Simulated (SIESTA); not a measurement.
Crystal: C.

```
CELL_PARAMETERS angstrom
2.52210 0.00000 0.00000
-1.26105 2.18420 0.00000
0.00000 0.00000 8.23710
ATOMIC_POSITIONS crystal
C 0.66667 0.33333 0.84375
C 0.33333 0.66667 0.34375
C 0.66667 0.33333 0.65625
C 0.33333 0.66667 0.15625
C 0.00000 0.00000 0.90625
C 0.00000 0.00000 0.40625
C 0.00000 0.00000 0.59375
C 0.00000 0.00000 0.09375
```

This is a hexagonal form of diamond, not graphite.

Base run:

```yaml
Program: SIESTA 5.4.2
Functional: PBE
Potentials_or_basis: PseudoDojo 0.4 standard (PBE files)
Basis: DZP (energy shift 0.003 Ry)
Grid_cutoff: 500 Ry
Energy_shift: 0.003 Ry
k_mesh: 12 × 12 × 4
Occupations: fermi-dirac, width 0.05 eV
Spin: no spin polarisation
```

Its results: band gap on the k mesh 4.56 eV, indirect (least direct gap 5.28 eV); pressure 10.8 GPa; largest force 0.331 eV/Å.

**Question.** After a change of settings the same cell gave: band gap on the k mesh 4.81 eV, indirect (least direct gap 5.40 eV); pressure 25.3 GPa; largest force 0.332 eV/Å. Which change was it?
A. functional from PBE to PBEsol; potentials or basis from PseudoDojo 0.4 standard (PBE files) to PseudoDojo 0.4 standard (PBEsol files)
B. functional from PBE to BLYP
C. functional from PBE to AM05; potentials or basis from PseudoDojo 0.4 standard (PBE files) to PseudoDojo 0.4 standard (PBEsol files)
D. basis from DZP (energy shift 0.003 Ry) to TZP (energy shift 0.01 Ry); energy shift from 0.003 Ry to 0.01 Ry

**Answer.** B.

BLYP binds less tightly than PBE, so the same cell stands under more pressure.

Caveats: the basis of atomic orbitals isn't converged, which shifts pressures, moduli and gaps; so large a pressure means that the cell lies far from this level's equilibrium, or that cutoff or potentials fall short (some runs); the potentials were made for another functional, which shifts forces and pressure (some runs).
